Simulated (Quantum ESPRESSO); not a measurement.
# KI (Fm-3m): zone-centre phonons

Aim: the zone-centre modes of KI (Fm-3m).

Main program and level: Quantum ESPRESSO 7.5; DFT LDA, scalar-relativistic, plane waves, PseudoDojo norm-conserving pseudopotentials.

**1. The structure**

It takes space group Fm-3m (No. 225, cubic). The conventional cell has a = 7.066 Å, b = 7.066 Å, c = 7.066 Å, α = 90.00°, β = 90.00°, γ = 90.00°. K has 6 I at 3.53 Å nearest. Nearest to I lie 6 K at 3.53 Å. Farther neighbours and most contacts between anions are not listed.

Coordinates:

```cif
data_structure
_symmetry_space_group_name_H-M 'P 1'
_symmetry_Int_Tables_number 1
_cell_length_a 4.9961
_cell_length_b 4.9961
_cell_length_c 4.9961
_cell_angle_alpha 60.000
_cell_angle_beta 60.000
_cell_angle_gamma 60.000
_cell_volume 88.18
loop_
_atom_site_label
_atom_site_type_symbol
_atom_site_fract_x
_atom_site_fract_y
_atom_site_fract_z
_atom_site_occupancy
K1 K 0.00000 0.00000 0.00000 1
I2 I 0.50000 0.50000 0.50000 1
```

**2. A first look**

Before anything dear is run, a loose run with smearing shows whether this is a metal and how far the cell is from rest.

The input, probe.in:

```
&control
   calculation = 'scf'
   prefix = 'x'
   outdir = './tmp'
   pseudo_dir = './pseudo'
   tprnfor = .true.
   tstress = .true.
   verbosity = 'high'
/
&system
   ibrav = 0
   nat = 2
   ntyp = 2
   ecutwfc = 72.0
   occupations = 'smearing'
   smearing = 'gaussian'
   degauss = 0.01
/
&electrons
   conv_thr = 1.0d-07
   mixing_beta = 0.7
   electron_maxstep = 100
/
ATOMIC_SPECIES
 K      39.0983  K.upf
 I     126.9045  I.upf
CELL_PARAMETERS angstrom
     0.000000000    3.532775000    3.532775000
     3.532775000    0.000000000    3.532775000
     3.532775000    3.532775000    0.000000000
ATOMIC_POSITIONS crystal
 K      0.000000000   0.000000000   0.000000000
 I      0.500000000   0.500000000   0.500000000
K_POINTS automatic
 4 4 4 0 0 0
```

Run with:

```
$ OMP_NUM_THREADS=1 mpirun -n 4 pw.x -nk 4 -in probe.in > probe.out
```

The program printed:

```text
[banners, grids, parts of the stress and lines that vanish by symmetry left out]
Program PWSCF v.7.5
     Message from routine setup:
     using ibrav=0 with symmetry is DISCOURAGED, use correct ibrav instead
[...]
kinetic-energy cutoff     =      72.0000  Ry
     charge density cutoff     =     288.0000  Ry
     scf convergence threshold =      1.0E-07
[...]
Exchange-correlation= SLA  PW   NOGX NOGC
                           (   1   4   0   0   0   0   0)
[...]
48 Sym. Ops., with inversion, found
[...]
(     0          1          0      )
                  (     0          0          1      )
[...]
( -0.0000000  1.0000000  0.0000000 )
                  ( -0.0000000  0.0000000  1.0000000 )
[...]
(     1          0         -1      )
                  (     0          0         -1      )
[...]
(  0.0000000 -1.0000000 -0.0000000 )
[...]
(    -1          1          0      )
                  (     0          1         -1      )
[...]
( -1.0000000  0.0000000 -0.0000000 )
                  ( -0.0000000  1.0000000 -0.0000000 )
[...]
number of k points=     8  Gaussian smearing, width (Ry)=  0.0100
[...]
End of self-consistent calculation
[...]
the Fermi energy is     3.5805 ev
!    total energy              =     -86.08744974 Ry
[...]
convergence has been achieved in   5 iterations
[...]
atom    1 type  1   force =    -0.00000000   -0.00000000   -0.00000000
     atom    2 type  2   force =     0.00000000    0.00000000    0.00000000
[...]
Total force =     0.000000     Total SCF correction =     0.000000
[...]
total   stress  (Ry/bohr**3)                   (kbar)     P=      -13.14
[...]
XML data file, charge density, pseudopotentials, collected wavefunctions

   JOB DONE.
```

Elapsed: 2.5 s, on 4 MPI ranks of Intel Xeon 6975P-C (Granite Rapids), shared host; 8.9 s of CPU time.

Read from the output:

```
volume per atom   : 44.09 Å³
pressure          : -1.314 GPa
gap on the k-mesh : 3.602 eV
```

A gap of 3.6 eV opens on this mesh, so the crystal is taken as an insulator; the start stands at -1.3 GPa.

**3. Relaxation**

The relaxation runs at a cutoff a fifth above that of the response, since stress converges more slowly with the basis than frequencies do. Forces and stress are brought to rest with tight thresholds.

The input, relax.in:

```
&control
   calculation = 'vc-relax'
   prefix = 'x'
   outdir = './tmp'
   pseudo_dir = './pseudo'
   tprnfor = .true.
   tstress = .true.
   forc_conv_thr = 2.0d-05
   etot_conv_thr = 1.0d-07
   nstep = 40
/
&system
   ibrav = 0
   nat = 2
   ntyp = 2
   ecutwfc = 86
   occupations = 'fixed'
   nbnd = 10
/
&electrons
   conv_thr = 1.0d-11
   mixing_beta = 0.7
   electron_maxstep = 100
/
&ions
/
&cell
   press_conv_thr = 0.2
/
ATOMIC_SPECIES
 K      39.0983  K.upf
 I     126.9045  I.upf
CELL_PARAMETERS angstrom
     0.000000000    3.532775000    3.532775000
     3.532775000    0.000000000    3.532775000
     3.532775000    3.532775000    0.000000000
ATOMIC_POSITIONS crystal
 K      0.000000000   0.000000000   0.000000000
 I      0.500000000   0.500000000   0.500000000
K_POINTS automatic
 6 6 6 0 0 0
```

Run with:

```
$ OMP_NUM_THREADS=1 mpirun -n 4 pw.x -nk 4 -in relax.in > relax.out
```

The program printed:

```text
[banners, grids, parts of the stress and lines that vanish by symmetry left out]
[banner, memory and clock lines left out]
Program PWSCF v.7.5

[...]
kinetic-energy cutoff     =      86.0000  Ry
     charge density cutoff     =     344.0000  Ry
     scf convergence threshold =      1.0E-11
[...]
energy convergence thresh.=      1.0E-07
     force convergence thresh. =      2.0E-05
     press convergence thresh. =      2.0E-01
     Exchange-correlation= SLA  PW   NOGX NOGC
                           (   1   4   0   0   0   0   0)
[...]
48 Sym. Ops., with inversion, found
[...]
number of k points=    16
[...]
End of self-consistent calculation
[...]
highest occupied, lowest unoccupied level (ev):     1.1084    4.7117
!    total energy              =     -86.08756510 Ry
[...]
convergence has been achieved in  10 iterations
[...]
atom    1 type  1   force =     0.00000000    0.00000000    0.00000000
     atom    2 type  2   force =    -0.00000000   -0.00000000    0.00000000
     Total force =     0.000000     Total SCF correction =     0.000000
[...]
total   stress  (Ry/bohr**3)                   (kbar)     P=      -13.18
[...]
number of bfgs steps    =   0
[...]
CELL_PARAMETERS (angstrom)
[...]
ATOMIC_POSITIONS (crystal)
K                0.0000000000        0.0000000000        0.0000000000
I                0.5000000000        0.5000000000        0.5000000000
[...]
New effective cutoffs (rho, wfc):  345.23   86.38
[...]
End of self-consistent calculation
[...]
highest occupied, lowest unoccupied level (ev):     1.1554    4.7739
!    total energy              =     -86.08791428 Ry
[...]
convergence has been achieved in   7 iterations
[...]
atom    1 type  1   force =    -0.00000000    0.00000000    0.00000000
     atom    2 type  2   force =    -0.00000000    0.00000000    0.00000000
     Total force =     0.000000     Total SCF correction =     0.000000
[...]
total   stress  (Ry/bohr**3)                   (kbar)     P=      -12.56
[...]
number of bfgs steps    =   1
[...]
WARNING: bfgs curvature condition failed, Theta= 0.843
[...]
CELL_PARAMETERS (angstrom)
[...]
ATOMIC_POSITIONS (crystal)
K                0.0000000000       -0.0000000000        0.0000000000
I                0.5000000000        0.5000000000        0.5000000000
[...]
New effective cutoffs (rho, wfc):  347.57   86.96
[...]
End of self-consistent calculation
[...]
highest occupied, lowest unoccupied level (ev):     1.2268    4.8686
!    total energy              =     -86.08840309 Ry
[...]
convergence has been achieved in   8 iterations
[...]
atom    1 type  1   force =     0.00000000   -0.00000000    0.00000000
     atom    2 type  2   force =     0.00000000    0.00000000   -0.00000000
     Total force =     0.000000     Total SCF correction =     0.000000
[...]
total   stress  (Ry/bohr**3)                   (kbar)     P=      -11.59
[...]
number of bfgs steps    =   2
[...]
CELL_PARAMETERS (angstrom)
[...]
ATOMIC_POSITIONS (crystal)
[...]
New effective cutoffs (rho, wfc):  351.12   87.85
[...]
End of self-consistent calculation
[...]
highest occupied, lowest unoccupied level (ev):     1.7730    5.5936
!    total energy              =     -86.09050091 Ry
[...]
convergence has been achieved in   7 iterations
[...]
atom    1 type  1   force =     0.00000000    0.00000000    0.00000000
     atom    2 type  2   force =     0.00000000    0.00000000    0.00000000
     Total force =     0.000000     Total SCF correction =     0.000000
[...]
total   stress  (Ry/bohr**3)                   (kbar)     P=       -2.68
[...]
number of bfgs steps    =   5
[...]
New effective cutoffs (rho, wfc):  369.68   92.49
[...]
highest occupied, lowest unoccupied level (ev):     1.9271    5.7988
!    total energy              =     -86.09058710 Ry
[...]
convergence has been achieved in   9 iterations
[...]
atom    1 type  1   force =     0.00000000    0.00000000   -0.00000000
     atom    2 type  2   force =     0.00000000   -0.00000000   -0.00000000
     Total force =     0.000000     Total SCF correction =     0.000000
[...]
total   stress  (Ry/bohr**3)                   (kbar)     P=        0.31
[...]
number of bfgs steps    =   6
[...]
New effective cutoffs (rho, wfc):  369.18   92.37
[...]
highest occupied, lowest unoccupied level (ev):     1.9108    5.7771
!    total energy              =     -86.09058821 Ry
[...]
convergence has been achieved in   6 iterations
[...]
atom    1 type  1   force =    -0.00000000   -0.00000000    0.00000000
     atom    2 type  2   force =     0.00000000    0.00000000   -0.00000000
     Total force =     0.000000     Total SCF correction =     0.000000
[...]
total   stress  (Ry/bohr**3)                   (kbar)     P=       -0.01
[...]
number of bfgs steps    =   7
[...]
CELL_PARAMETERS (angstrom)
[...]
ATOMIC_POSITIONS (crystal)
[...]
New effective cutoffs (rho, wfc):  369.20   92.37
[...]
End of self-consistent calculation
[...]
highest occupied, lowest unoccupied level (ev):     1.9114    5.7779
!    total energy              =     -86.09058821 Ry
[...]
convergence has been achieved in   4 iterations
[...]
atom    1 type  1   force =     0.00000000    0.00000000    0.00000000
     atom    2 type  2   force =     0.00000000    0.00000000    0.00000000
     Total force =     0.000000     Total SCF correction =     0.000000
[...]
total   stress  (Ry/bohr**3)                   (kbar)     P=       -0.00
[...]
bfgs converged in   9 scf cycles and   8 bfgs steps
[...]
End of BFGS Geometry Optimization
     Final enthalpy           =     -86.0905882133 Ry
     File ./tmp/x.bfgs deleted, as requested
[...]
CELL_PARAMETERS (angstrom)
[...]
ATOMIC_POSITIONS (crystal)
K               -0.0000000000       -0.0000000000        0.0000000000
I                0.5000000000        0.5000000000        0.5000000000
[...]
Final scf calculation at the relaxed structure.
[...]
kinetic-energy cutoff     =      86.0000  Ry
     charge density cutoff     =     344.0000  Ry
     scf convergence threshold =      1.0E-13
[...]
press convergence thresh. =      2.0E-01
     Exchange-correlation= SLA  PW   NOGX NOGC
                           (   1   4   0   0   0   0   0)
[...]
48 Sym. Ops., with inversion, found
[...]
number of k points=    16
[...]
c_bands:  1 eigenvalues not converged
[...]
End of self-consistent calculation
[...]
highest occupied, lowest unoccupied level (ev):     1.9114    5.7779
!    total energy              =     -86.09057398 Ry
[...]
convergence has been achieved in  11 iterations
[...]
atom    1 type  1   force =    -0.00000000   -0.00000000   -0.00000000
     atom    2 type  2   force =     0.00000000    0.00000000    0.00000000
     Total force =     0.000000     Total SCF correction =     0.000000
[...]
total   stress  (Ry/bohr**3)                   (kbar)     P=       -0.02
[...]
XML data file, charge density, pseudopotentials, collected wavefunctions
```

Wall time 46 s (4 MPI ranks).

The steps of the relaxation:

| step | energy less that of the first step (eV) | largest force (eV/Å) | pressure (GPa) | volume (Å³) |
| --- | --- | --- | --- | --- |
| 1 | 0.0000 | 0.0000 | -1.32 | 88.18 |
| 2 | -0.0048 | 0.0000 | -1.26 | 87.59 |
| 3 | -0.0114 | 0.0000 | -1.16 | 86.71 |
| 4 | -0.0203 | 0.0000 | -1.00 | 85.40 |
| 5 | -0.0308 | 0.0000 | -0.74 | 83.45 |
| 6 | -0.0399 | 0.0000 | -0.27 | 80.60 |
| 7 | -0.0411 | 0.0000 | 0.03 | 79.05 |
| 8 | -0.0411 | 0.0000 | 0.00 | 79.21 |
| 9 | -0.0411 | 0.0000 | 0.00 | 79.20 |
| 10 | -0.0409 | 0.0000 | 0.00 | 79.20 |

| conventional cell, symmetrised | before | after | change |
| --- | --- | --- | --- |
| a (Å) | 7.066 | 6.817 | -3.5 % |
| b (Å) | 7.066 | 6.817 | -3.5 % |
| c (Å) | 7.066 | 6.817 | -3.5 % |
| volume (Å³/atom) | 44.09 | 39.60 | -10.2 % |

Final coordinates:

```xyz
2
Lattice="0.0000 3.4085 3.4085 3.4085 0.0000 3.4085 3.4085 3.4085 0.0000" Properties=species:S:1:pos:R:3 pbc="T T T"
K     0.0000    0.0000    0.0000
I     3.4085    3.4085    3.4085
```

The last row of the table of steps is pw.x's closing run on a basis chosen anew for the final cell, so its energy can jump.

This step gave:

| Quantity | Value |
| --- | --- |
| volume per atom | 39.60 Å³ |
| pressure | -0.002 GPa |
| gap on the k-mesh | 3.866 eV |

The volume changes by -10.2 % from the cell with which this run began.

**4. Self-consistent run for the response**

The response is built on this ground state, so it is converged far tighter than an energy would need. With a gap, occupations are fixed, which also allows the response to an electric field.

The input, scf.in:

```
&control
   calculation = 'scf'
   prefix = 'x'
   outdir = './tmp'
   pseudo_dir = './pseudo'
   tprnfor = .true.
   tstress = .true.
/
&system
   ibrav = 0
   nat = 2
   ntyp = 2
   ecutwfc = 72.0
   occupations = 'fixed'
   nbnd = 10
/
&electrons
   conv_thr = 1.0d-12
   mixing_beta = 0.7
   electron_maxstep = 100
/
ATOMIC_SPECIES
 K      39.0983  K.upf
 I     126.9045  I.upf
CELL_PARAMETERS angstrom
     0.000000000    3.408525058    3.408525058
     3.408525058    0.000000000    3.408525058
     3.408525058    3.408525058    0.000000000
ATOMIC_POSITIONS crystal
 K      0.000000000   0.000000000   0.000000000
 I      0.500000000   0.500000000   0.500000000
K_POINTS automatic
 6 6 6 0 0 0
```

Run with:

```
$ OMP_NUM_THREADS=1 mpirun -n 4 pw.x -nk 4 -in scf.in > scf.out
```

The program printed:

```text
[banners, grids, parts of the stress and lines that vanish by symmetry left out]
[banner, memory and clock lines left out]
Program PWSCF v.7.5

[...]
kinetic-energy cutoff     =      72.0000  Ry
     charge density cutoff     =     288.0000  Ry
     scf convergence threshold =      1.0E-12
[...]
Exchange-correlation= SLA  PW   NOGX NOGC
                           (   1   4   0   0   0   0   0)
[...]
48 Sym. Ops., with inversion, found
[...]
number of k points=    16
[...]
End of self-consistent calculation
[...]
highest occupied, lowest unoccupied level (ev):     1.9114    5.7779
!    total energy              =     -86.09054235 Ry
[...]
convergence has been achieved in  10 iterations
[...]
atom    1 type  1   force =     0.00000000    0.00000000    0.00000000
     atom    2 type  2   force =     0.00000000   -0.00000000    0.00000000
     Total force =     0.000000     Total SCF correction =     0.000000
[...]
total   stress  (Ry/bohr**3)                   (kbar)     P=       -0.03
[...]
XML data file, charge density, pseudopotentials, collected wavefunctions
```

Elapsed: 3.9 s, on 4 MPI ranks.

This step gave:

```yaml
pressure: -0.003000 GPa
```

The cell stands at -0.0030 GPa, close enough for phonons.

(Part 1 of 2 ends here.)

[Host names and launcher messages were left out of these logs when they were recorded.]

[Logs are printed without paths, hosts, clocks, repeated set-up lines and the standing remarks that a program may print on its own settings, such as how far it seeks lower states.]

[Hosts, paths, dates, database ids (printed as entryN), source tags and the programs' standing remarks are cut or masked in the printed files.]
